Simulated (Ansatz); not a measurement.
**Ionic part of the dielectric constant of AlN at 30 GPa, mode by mode**

Computed with DFT PBE, scalar-relativistic, plane waves, PAW in Ansatz 0.2.0. Cutoff 420 eV, 10×10×10 k-points (Γ-centred), fixed occupations. No spin polarisation. Phonons by linear response, acoustic sum rule imposed.

Symmetry: F-43m, No. 216, cubic system. The conventional cell has a = 4.227 Å, b = 4.227 Å, c = 4.227 Å, α = 90.00°, β = 90.00°, γ = 90.00°. Al (site symmetry -43m) has 4 N at 1.83 Å as nearest neighbours. N (site symmetry -43m) is surrounded by 4 Al at 1.83 Å.

Other phases may be more stable at this pressure.

The primitive cell has V = 18.88 Å³ and ε∞,xx = 4.428. Each polar mode adds Δε = (4.92064×10⁷/V)·S/ν² along x, with S its oscillator strength in e²/amu, ν in cm⁻¹ and V in Å³.

Problem. From these modes, find each Δε and ε0,xx.
| ν (cm⁻¹) | S_xx (e²/amu) |
| --- | --- |
| 753.6 | 0.6968 |

Solution.
```tsv
ν (cm⁻¹)	Δε
753.6	3.20
```

The sum is 3.198, so ε0,xx = 7.63; the run's tensor has 7.63.

Problem. Where do the longitudinal modes lie for a wave vector along x?

Solution. At 989 cm⁻¹. The Lyddane–Sachs–Teller product Π(ν_LO/ν_TO)² = 1.72 matches ε0/ε∞ = 1.72.

This zinc-blende form isn't the usual stable structure of the compound at low pressure.

Cost: 1 run of about 0.35 core-minutes, on Arm Neoverse V2 (shared hosts).